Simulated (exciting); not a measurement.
Input of an exciting (release sodium) run:

File input.xml:

```xml
<input>
  <title>Bi</title>
  <structure speciespath="./" tshift="false">
    <crystal scale="1">
      <basevect>6.119644193434 0.000000000000 0.000000000000</basevect>
      <basevect>0.000000000000 6.088023546030 0.000000000000</basevect>
      <basevect>-0.152037687267 0.000000000000 12.177184987245</basevect>
    </crystal>
    <species speciesfile="Bi.xml" rmt="2.3">
      <atom coord="0.544247250000 0.000000000000 0.749577890000"/>
      <atom coord="0.455752750000 0.000000000000 0.250422110000"/>
    </species>
  </structure>
  <groundstate do="fromscratch" ngridk="8 8 4" rgkmax="9" gmaxvr="14" lmaxapw="10" lmaxmat="10" lmaxvr="8" xctype="GGA_PBE" stype="Fermi Dirac" swidth="0.00183747" nempty="10" ValenceRelativity="iora*" epsengy="1e-05" epspot="1e-05" maxscl="60" tforce="true" outputlevel="normal"/>
</input>
```

Potentials or basis: all-electron LAPW+lo, shipped species files, valence relativity iora*.

Run with:

```bash
$ OMP_NUM_THREADS=1 exciting_smp
```

Task: Estimate the band gap on the k mesh.

Result: None (metal or under the smearing width).

Task: Estimate the largest force.

Result: 0.017 eV/Å.

Forces in eV/Å, atoms in the order of the input:
```
Bi   0.012  0.000 -0.011
Bi  -0.012  0.000  0.011
```

Caveat: the log's total energy holds no entropy term; the free energy is that total less TS from the occupations; spin-orbit coupling is left out, which moves the levels of the heavy elements.
